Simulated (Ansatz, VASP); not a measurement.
**KF: VASP beside Ansatz**

```
CELL_PARAMETERS angstrom
3.21491 0.00000 0.00000
0.00000 3.21491 0.00000
0.00000 0.00000 3.21491
ATOMIC_POSITIONS crystal
K 0.00000 0.00000 0.00000
F 0.50000 0.50000 0.50000
```

Change from the starting cell: volume scaled by 0.96.

Alike in both runs: task single point; functional PBE; k mesh 8 × 8 × 8; occupations fermi-dirac, width 0.05 eV; no spin polarisation.

|  | VASP | Ansatz |
| --- | --- | --- |
| version | VASP 6.6.1 | Ansatz 0.2.0 |
| potentials or method | VASP PAW PBE potentials, release 64 (K_sv, F) | Ansatz PAW |
| plane-wave cutoff (eV) | 520 | 420 |
| valence electrons in the cell | 16 | 16 |

Ansatz gave:

* gap on the k mesh at the Fermi level (eV): 6.56
* least direct gap on the mesh (eV): 6.61
* pressure (GPa): 1.5

Which values does VASP return?

gap on the k mesh at the Fermi level (eV): 6.54; least direct gap on the mesh (eV): 6.59; pressure (GPa): 1.5.

With one functional, cell and mesh, what is left measures potentials, basis and numerics.

Caveats: the pressure holds a Pulay correction of +0.3 GPa for the finite cutoff (Ansatz). A k mesh can miss the band edges.
